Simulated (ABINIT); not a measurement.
Here is an ABINIT 10.8.3 (patched build) calculation.

The input run.abi:

```
pp_dirpath "./"
pseudos "Si.upf"

acell 4.952108218 4.9521082181 4.6607343234
rprim
     1.0000000000     0.0000000000     0.0000000000
    -0.5000000000     0.8660254038     0.0000000000
     0.0000000000     0.0000000000     1.0000000000
ntypat 1
znucl 14
natom 1
typat 1
chkprim 0
chksymtnons 0
tolsym 1.0e-6
xred
            0.0            0.0            0.0

ecut 435.382180 eV
ecutsm 0.5

kptopt 1
ngkpt 9 9 8
nshiftk 1
shiftk 0.0 0.0 0.0

ixc 7

nband 6
occopt 3
tsmear 0.05 eV

nstep 80
tolvrs 1.0e-12

iomode 3
prteig 0
prtebands 0
prtwf 0
prtden 0

ionmov 2
optcell 2
ntime 50
tolmxf 2.0e-5
dilatmx 1.08
```

Potentials or basis: PseudoDojo NC SR LDA v0.4.1 standard.

Run with:

```console
$ abinit run.abi > log 2>&1
```

Question: Estimate the band gap on the k mesh.

Answer: None (metal or under the smearing width).

Question: What does it give for the relaxed volume?

Answer: 14.43 Å³/atom.

Question: What does it give for the space group after relaxing (to 0.05 Å)?

Answer: P6/mmm (No. 191).

Step by step:
| step | energy change (eV) | largest force (eV/Å) | pressure (GPa) | volume (Å³) |
| --- | --- | --- | --- | --- |
| 1 | 0.0000 | 0.0000 | -1.93 | 14.67 |
| 2 | -0.0011 | 0.0000 | -1.26 | 14.58 |
| 3 | -0.0019 | 0.0000 | 0.18 | 14.41 |
| 4 | -0.0019 | 0.0000 | 0.04 | 14.42 |
| 5 | -0.0019 | 0.0000 | 0.01 | 14.43 |
| 6 | -0.0019 | 0.0000 | 0.00 | 14.43 |
